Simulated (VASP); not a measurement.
# AlNi (Pm-3m) in VASP: further runs

The runs below take AlNi through relaxation of cell and atoms, with PBEsol, PBE.

Program: VASP 6.6.1. These are calculated values, not measurements. Logs are shortened: lines on timing, memory, paths and dates and some standing lists are left out, and cuts for length are marked.

## (1) The crystal as given

It takes space group Pm-3m (No. 221, cubic). The conventional cell has a = 2.863 Å, b = 2.863 Å, c = 2.863 Å, α = 90.00°, β = 90.00°, γ = 90.00°. Al (site symmetry m-3m) has 8 Ni at 2.48 Å as nearest neighbours. Ni (site symmetry m-3m) has 8 Al at 2.48 Å as nearest neighbours.

## (2) Relaxation of cell and atoms, PBEsol

File INCAR:

```
PREC = Accurate
ENCUT = 600
EDIFF = 1E-7
ISMEAR = 1
SIGMA = 0.1
LREAL = False
LASPH = True
NELM = 80
ALGO = Normal
ISIF = 3
LWAVE = False
LCHARG = False
GGA = PS
IBRION = 2
NSW = 90
EDIFFG = -0.005
```

File KPOINTS:

```
regular mesh
0
Gamma
  14 14 14
```

File POSCAR:

```
AlNi                                    
1.0
    2.8627950284     -0.0000000000      0.0000000000
   -0.0000000000      2.8627950284     -0.0000000000
   -0.0000000000     -0.0000000000      2.8627950284
  Al              Ni            
     1     1
Direct
     0.0000000000000000    0.0000000000000000    0.0000000000000000
     0.5000000000000000    0.5000000000000000    0.5000000000000000
```

Potentials or basis: VASP PAW PBE potentials, release 64 (Al, Ni).

Command:

```console
$ cat potpaw_PBE.64/Al/POTCAR potpaw_PBE.64/Ni/POTCAR > POTCAR
$ mpirun -np 1 vasp_std > vasp.out
```

OUTCAR:

```text
PREC = Accurate
   ENCUT = 600
   EDIFF = 1E-7
   ISMEAR = 1
   LREAL = False
   LASPH = True
   NELM = 80
   ISIF = 3
   GGA = PS
   IBRION = 2
   NSW = 90
   EDIFFG = -0.005

 ion  position               nearest neighbor table
   1  0.000  0.000  0.000-   2 2.48   2 2.48   2 2.48   2 2.48   2 2.48   2 2.48   2 2.48   2 2.48

   2  0.500  0.500  0.500-   1 2.48   1 2.48   1 2.48   1 2.48   1 2.48   1 2.48   1 2.48   1 2.48

  LATTYP: Found a simple cubic cell.
 ALAT       =     2.8627950284

  Lattice vectors:

 A1 = (   2.8627950284,   0.0000000000,   0.0000000000)
 A2 = (   0.0000000000,   2.8627950284,   0.0000000000)
 A3 = (   0.0000000000,   0.0000000000,   2.8627950284)

Analysis of symmetry for initial positions (statically):
=====================================================================
 Subroutine PRICEL returns:
 Original cell was already a primitive cell.

 Routine SETGRP: Setting up the symmetry group for a
 simple cubic supercell.

 Subroutine GETGRP returns: Found 48 space group operations
 (whereof 48 operations were pure point group operations)
 out of a pool of 48 trial point group operations.

The static configuration has the point symmetry O_h .

Analysis of symmetry for dynamics (positions and initial velocities):
=====================================================================
 Subroutine PRICEL returns:
 Original cell was already a primitive cell.

 Routine SETGRP: Setting up the symmetry group for a
 simple cubic supercell.

 Subroutine GETGRP returns: Found 48 space group operations
 (whereof 48 operations were pure point group operations)
 out of a pool of 48 trial point group operations.

The dynamic configuration has the point symmetry O_h .

 Subroutine INISYM returns: Found 48 space group operations
 (whereof 48 operations are pure point group operations),
 and found     1 'primitive' translations

----------------------------------------------------------------------------------------

                                     Primitive cell

  volume of cell :      23.4623

  direct lattice vectors                    reciprocal lattice vectors
     2.862795028  0.000000000  0.000000000     0.349308976  0.000000000  0.000000000
     0.000000000  2.862795028  0.000000000     0.000000000  0.349308976  0.000000000
[... 87 lines left out ...]
   EDIFFG = -.5E-02   stopping-criterion for IOM
   NSW    =     90    number of steps for IOM
   IBRION =      2    ionic relax: 0-MD 1-quasi-New 2-CG
   NFREE  =      1    steps in history (QN), initial steepest desc. (CG)
   ISIF   =      3    stress and relaxation
   ISYM   =      2    0-nonsym 1-usesym 2-fastsym
   POTIM  = 0.5000    time-step for ionic-motion
   TEBEG  =    0.0;   TEEND  =   0.0 temperature during run
   PSTRESS=    0.0 pullay stress
   NELECT =      13.0000    total number of electrons
   NUPDOWN=      -1.0000    fix difference up-down
   EMIN   =  10.00;   EMAX   =-10.00  energy-range for DOS
   EFERMI =   0.00;   METHOD = LEGACY
   ISMEAR =     1;   SIGMA  =   0.10  broadening in eV -4-tet -1-fermi 0-gaus
   EFERMI_NEDOS =   21; number of points for ismear=-14 and -15
   IALGO  =     38    algorithm
   IMIX   =      4    mixing-type and parameters
     AMIX     =   0.40;   BMIX     =  1.00
     AMIX_MAG =   1.60;   BMIX_MAG =  1.00
  volume/ion in A,a.u.               =      11.73        79.17
  Fermi-wavevector in a.u.,A,eV,Ry     =   1.344618  2.540960 24.599312  1.807998
  Thomas-Fermi vector in A             =   2.472597
   LORBIT       =      0    0 simple, 1 ext, 2 COOP (PROOUT), +10 PAW based schemes
   GGA     = PS    functional components
   LHFCALC =     F    Hartree Fock is set to
   AEXX    =    0.0000 exact exchange contribution
   IVDW    =     0    specifies the selected vdW correction
   LEPSILON=     F    determine dielectric tensor
   LRPA    =     F    only Hartree local field effects (RPA)
 conjugate gradient relaxation of ions
 non-spin polarized calculation
 Methfessel and Paxton  Order N= 1 SIGMA  =   0.10
  energy-cutoff  :      600.00
  volume of cell :       23.46
 maximum number of plane-waves:       804
 NGX is ok and might be reduce to    24
   NGX = 11   NGY = 11   NGZ = 11

 number of electron      13.0000011 magnetization

 Free energy of the ion-electron system (eV)
  ---------------------------------------------------
  ext. energy  EPLUGINS =         0.00000000
  ---------------------------------------------------
  free energy    TOTEN  =       -11.58446242 eV

  energy without entropy =      -11.58405365  energy(sigma->0) =      -11.58432616

 E-fermi :  10.1158     XC(G=0): -12.2586

 val. band max:       10.1141734965   @ k =   0.3571   0.2143   0.0714
 cond. band min:      10.1223096583   @ k =   0.3571   0.1429   0.1429
 fundamental gap:      0.0081361619
 Fermi energy:        10.1158116733

 k-point     1 :       0.0000    0.0000    0.0000
  band No.  band energies     occupation
      1      -1.1213      2.00000
      2       6.8219      2.00000
      3       6.8219      2.00000
      4       8.5696      2.00000
      5       8.5696      2.00000
      6       8.5696      2.00000
      7      15.7270      0.00000
      8      15.7270      0.00000
      9      15.7270      0.00000
     10      18.3575      0.00000
[... 287 lines left out ...]
 k-point    24 :       0.3571    0.2143    0.0000
  band No.  band energies     occupation
      1       1.9528      2.00000
      2       5.8271      2.00000
      3       7.2173      2.00000
      4       7.7686      2.00000
      5       8.0263      2.00000
      6       8.3726      2.00000
      7      10.0497      1.89073
      8      13.9579      0.00000
      9      18.0588      0.00000
     10      19.4173      0.00000

 [... further k-points ...]
[... 5 lines left out ...]
  --------------------------------------------------------------------------------------
  -------------------------------------------------------------------------------------
  Total        0.0017515      0.0017515      0.0017515     -0.0000000     -0.0000000      0.0000000
  in kB        0.1196045      0.1196045      0.1196045     -0.0000000     -0.0000000      0.0000000
  external PRESSURE =       0.1196045 kB  Pullay stress =       0.0000000 kB

 VOLUME and BASIS-vectors are now :
 -----------------------------------------------------------------------------
  energy-cutoff  :      600.00
  volume of cell :       23.46
      direct lattice vectors                 reciprocal lattice vectors
     2.862795028  0.000000000  0.000000000     0.349308976  0.000000000  0.000000000
     0.000000000  2.862795028  0.000000000     0.000000000  0.349308976  0.000000000
     0.000000000  0.000000000  2.862795028     0.000000000  0.000000000  0.349308976

 POSITION                                       TOTAL-FORCE (eV/Angst)
 -----------------------------------------------------------------------------------
      0.00000      0.00000      0.00000         0.000000      0.000000      0.000000
      1.43140      1.43140      1.43140         0.000000      0.000000      0.000000
 -----------------------------------------------------------------------------------
    total drift:                                0.000000      0.000000     -0.000000

  FREE ENERGIE OF THE ION-ELECTRON SYSTEM (eV)
  ---------------------------------------------------
  free  energy   TOTEN  =       -11.5844624203 eV

  energy  without entropy=      -11.5840536539  energy(sigma->0) =      -11.58432616

 reached required accuracy - stopping structural energy minimisation
```

Wall time 14 s (1 thread of Intel Xeon Platinum 8488C (Sapphire Rapids), shared host); peak memory 0.16 GiB.

What came out:

```
Free energy             : -11.5845 eV
Pressure after relaxing : 0.0 GPa
Band gap on the k mesh  : none (metal or under the smearing width)
```

Final structure:
```
CELL_PARAMETERS angstrom
2.86280 0.00000 0.00000
0.00000 2.86280 0.00000
0.00000 0.00000 2.86280
ATOMIC_POSITIONS crystal
Al 0.00000 0.00000 0.00000
Ni 0.50000 0.50000 0.50000
```

Caveat: the relaxation stopped at its first step, so nothing moved; the PAW data sets were made with another functional, which shifts forces and pressure a little. Spin polarisation is off, so any magnetic state and its effect on volume and gap are missing.

## (3) Relaxation of cell and atoms, PBE

This run uses another cell than the first one, of 11.96 Å³/atom, 1.019 times its volume.

File INCAR:

```
SYSTEM = AlNi
  ALGO = Normal
  EDIFF = 1E-6
  EDIFFG = -0.01
  ENCUT = 300
  GGA = PE
  IBRION = 2
  ISIF = 3
  ISMEAR = 1
  LASPH = .TRUE.
  LCHARG = .FALSE.
  LREAL = .FALSE.
  LWAVE = .FALSE.
  NELM = 80
  NSW = 90
  PREC = Accurate
  SIGMA = 0.1
```

File KPOINTS:

```
k-points
0
G
  7 7 7
  0 0 0
```

File POSCAR:

```
AlNi
1.0
    2.8810000000      0.0000000000      0.0000000000
    0.0000000000      2.8810000000      0.0000000000
    0.0000000000      0.0000000000      2.8810000000
Al Ni
1 1
Direct
    0.0000000000      0.0000000000      0.0000000000
    0.5000000000      0.5000000000      0.5000000000
```

Potentials or basis: VASP PAW PBE potentials, release 64 (Al, Ni).

Command:

```console
$ cat potpaw_PBE.64/Al/POTCAR potpaw_PBE.64/Ni/POTCAR > POTCAR
$ mpirun -np 1 vasp_std > vasp.out
```

It took 5 s on 1 thread of Intel Xeon Platinum 8488C (Sapphire Rapids), shared host; peak memory 0.11 GiB.

The run converged, but some of its settings lie outside the range that counts as converged, so its numbers aren't taken as properties of the crystal.

What came out:

```
Free energy                            : -10.5557 eV
Relaxed volume                         : 12.10 Å³/atom
Relaxed cell                           : a = 2.893 Å, b = 2.893 Å, c = 2.893 Å, α = 90.00°, β = 90.00°, γ = 90.00°
Space group after relaxing (to 0.05 Å) : Pm-3m (No. 221)
Energy gained by relaxing              : 0.9 meV/atom
Ionic steps                            : 3
Band gap on the k mesh                 : none (metal or under the smearing width)
```

Caveat: the cutoff is under 1.25 times the usual one of these potentials, so pressure, stress and relaxed cells hold a basis-set (Pulay) error.

## (4) Relaxation of cell and atoms, PBE

This run uses another cell than the first one, of 12.10 Å³/atom, 1.032 times its volume.

INCAR: that of step 3 with these lines changed.

```diff
@@ -2,4 +2,4 @@
   ALGO = Normal
-  EDIFF = 1E-6
-  EDIFFG = -0.01
+  EDIFF = 1E-7
+  EDIFFG = -0.005
   ENCUT = 300
```

KPOINTS is that of step 3.

File POSCAR:

```
AlNi                                    
1.0
    2.8927049441     -0.0000000000      0.0000000000
   -0.0000000000      2.8927049441     -0.0000000000
   -0.0000000000     -0.0000000000      2.8927049441
  Al              Ni            
     1     1
Direct
     0.0000000000000000    0.0000000000000000    0.0000000000000000
     0.5000000000000000    0.5000000000000000    0.5000000000000000
```

Command:

```console
$ cat potpaw_PBE.64/Al/POTCAR potpaw_PBE.64/Ni/POTCAR > POTCAR
$ mpirun -np 1 vasp_std > vasp.out
```

Run time: 2.7 s. Hardware: 1 thread of Intel Xeon Platinum 8488C (Sapphire Rapids), shared host; peak memory 0.11 GiB.

The run converged, but some of its settings lie outside the range that counts as converged, so its numbers aren't taken as properties of the crystal.

What came out:

```
Free energy            : -10.5560 eV
Band gap on the k mesh : none (metal or under the smearing width)
```

Caveat: the cutoff is under 1.25 times the usual one of these potentials, so pressure, stress and relaxed cells hold a basis-set (Pulay) error; the relaxation stopped at its first step, so nothing moved.

## (5) Relaxation of cell and atoms, PBE

This run uses another cell than the first one, of 11.96 Å³/atom, 1.019 times its volume.

File INCAR:

```
PREC     = Accurate       # precision mode
ENCUT    = 600            # plane-wave cutoff, eV
EDIFF    = 1E-6           # SCF threshold, eV
ISMEAR   = 1              # smearing method
SIGMA    = 0.1            # smearing width, eV
LREAL    = False          # projectors in reciprocal space
LASPH    = True           # aspherical terms in the spheres
NELM     = 80             # most SCF steps
ALGO     = Normal         # electronic algorithm
ISIF     = 3              # what is computed and relaxed
LWAVE    = False          # write WAVECAR
LCHARG   = False          # write CHGCAR
GGA      = PE             # functional
IBRION   = 2              # ionic algorithm
NSW      = 90             # ionic steps
EDIFFG   = -0.01          # ionic threshold
```

File KPOINTS:

```
Automatic mesh
0
Gamma
  14 14 14
```

File POSCAR:

```
AlNi
1.0
    2.8810000000      0.0000000000      0.0000000000
    0.0000000000      2.8810000000      0.0000000000
    0.0000000000      0.0000000000      2.8810000000
Al Ni
1 1
Direct
    0.0000000000      0.0000000000      0.0000000000
    0.5000000000      0.5000000000      0.5000000000
```

Command:

```console
$ cat potpaw_PBE.64/Al/POTCAR potpaw_PBE.64/Ni/POTCAR > POTCAR
$ mpirun -np 1 vasp_std > vasp.out
```

Run time: 32 s. Hardware: 1 thread of Intel Xeon Platinum 8488C (Sapphire Rapids), shared host; peak memory 0.17 GiB.

It converged, with:

```yaml
Free_energy: -10.5367 eV
Relaxed_volume: 12.10 Å³/atom
Relaxed_cell: a = 2.893 Å, b = 2.893 Å, c = 2.893 Å, α = 90.00°, β = 90.00°, γ = 90.00°
Space_group_after_relaxing_to_0.05_Å: Pm-3m (No. 221)
Energy_gained_by_relaxing: 0.9 meV/atom
Ionic_steps: 3
Pressure_after_relaxing: 0.1 GPa
Band_gap_on_the_k_mesh: none (metal or under the smearing width)
```

The path:
```csv
step,energy change (eV),largest force (eV/Å),pressure (GPa),volume (Å³)
1,0.0000,0.0000,2.11,23.91
2,-0.0006,0.0000,-1.62,24.46
3,-0.0019,0.0000,0.07,24.21
```

Final structure:
```cif
data_structure
_symmetry_space_group_name_H-M 'P 1'
_symmetry_Int_Tables_number 1
_cell_length_a 2.8929
_cell_length_b 2.8929
_cell_length_c 2.8929
_cell_angle_alpha 90.000
_cell_angle_beta 90.000
_cell_angle_gamma 90.000
_cell_volume 24.21
loop_
_atom_site_label
_atom_site_type_symbol
_atom_site_fract_x
_atom_site_fract_y
_atom_site_fract_z
_atom_site_occupancy
Al1 Al 0.00000 0.00000 0.00000 1
Ni1 Ni 0.50000 0.50000 0.50000 1
```

Levels at points of the mesh, in eV from the Fermi level:
```
           k point  band 5  band 6  band 7  band 8  band 9  band 10
(0.00, 0.00, 0.00)   -1.48   -1.48    5.49    5.49    5.49     8.12
(0.50, 0.00, 0.00)   -2.17   -1.39   -0.60    8.30   10.00    10.00
(0.50, 0.50, 0.00)   -2.00   -2.00   -0.96    1.50    2.45    12.17
(0.50, 0.50, 0.50)   -0.93    2.05    2.05    2.05    3.62     4.43
```

Spin polarisation is off, so any magnetic state and its effect on volume and gap are missing. Zero-point motion and thermal expansion aren't in these numbers.
